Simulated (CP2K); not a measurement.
Sb in CP2K: the effect of functional

The system is Sb.

```
Sb
1.0
     3.35344    0.00000    0.00000
     1.67672    2.90417    0.00000
     1.67672    0.96806    2.73808
Sb
1
Cartesian
  0.0000 0.0000 0.0000
```

This isn't the form of Sb at room conditions, which is rhombohedral.

Alike in all runs:

* Program: CP2K 2026.2
* Task: band structure
* Potentials or basis: POTENTIAL_UZH Sb GTH-PBE-q5; TZVP-MOLOPT-PBE-GTH basis
* Density cutoff: 9184 eV
* k mesh: 10 × 10 × 10
* Occupations: fermi-dirac, width 0.05 eV
* Spin: no spin polarisation

| functional | pressure (GPa) |
| --- | --- |
| PBE | 3.4 |
| LDA | 2.4 |
| PBEsol | 2.1 |
| OLYP | 1.5 |
| BLYP | ? |
| revPBE | 3.7 |
| HLE17 | 0.9 |

Problem. What does the run with functional BLYP give?

Solution. Pressure 8.8 GPa.

Caveats: the basis of atomic orbitals isn't converged, which shifts pressures, moduli and gaps; the potentials were made for another functional, which shifts forces and pressure (some runs); the potentials were made for a functional far from this one (some runs).
